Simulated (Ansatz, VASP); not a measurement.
## MgO: VASP beside Ansatz

```
Mg O
1.0
     0.00000    2.30608    2.30608
     2.30608    0.00000    2.30608
     2.30608    2.30608    0.00000
Mg O
1 1
Direct
  0.00000 0.00000 0.00000
  0.25000 0.25000 0.25000
```

Alike in both runs: functional PBE; k mesh 15 × 15 × 15; occupations fermi-dirac, width 0.08 eV; no spin polarisation.

Ansatz relaxed the structure, and its values are those at the end. VASP's run is a single point on that final structure, the one shown.

```csv
,VASP,Ansatz
version,VASP 6.6.1,Ansatz 0.2.0
potentials or method,"VASP PAW PBE potentials, release 64 (Mg, O)","PAW with Ansatz's default frozen-core files, scalar-relativistic"
plane-wave cutoff (eV),520,420
valence electrons in the cell,8,16
```

VASP gave:

```
gap on the k mesh at the Fermi level (eV) : 3.47
pressure (GPa)                            : -0.4
```

Estimate Ansatz's values.

gap on the k mesh at the Fermi level (eV): 3.48; pressure (GPa): 0.0.

With one functional, cell and mesh, what is left measures potentials, basis and numerics. The two sets of potentials don't hold the same shells in valence.

Caveats: an odd mesh through Γ misses points on the zone boundary, where band edges often lie. PBE gaps usually lie below the measured ones, often by a third to a half.
